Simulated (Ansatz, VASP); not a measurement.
**Mo: VASP beside Ansatz**

```xyz
1
Lattice="-1.5562 1.5562 1.5562 1.5562 -1.5562 1.5562 1.5562 1.5562 -1.5562" Properties=species:S:1:pos:R:3 pbc="T T T"
Mo    0.0000    0.0000    0.0000
```

Alike in both runs: task relaxation of cell and atoms; functional LDA; k mesh 16 × 16 × 16; occupations gaussian, width 0.1 eV; no spin polarisation.

```csv
,VASP,Ansatz
version,VASP 6.6.1,Ansatz 0.2.0
potentials or method,"VASP PAW LDA potentials, release 64 (Mo_sv)","scalar-relativistic, plane waves, PAW"
plane-wave cutoff (eV),600,420
valence electrons in the cell,14,14
```

```csv
,VASP,Ansatz,Ansatz less VASP
"gap on the k mesh at the Fermi level, each at its own relaxed structure (eV)",none,none,-
relaxed volume (Å³/atom),15.11,15.05,-0.058
relaxed cell length with the largest relative difference (Å),2.698,2.694,-0.0034
```

A gap of «none» marks a metal or a gap that the smearing closes. Ansatz warned: «pseudo_functional_mismatch».
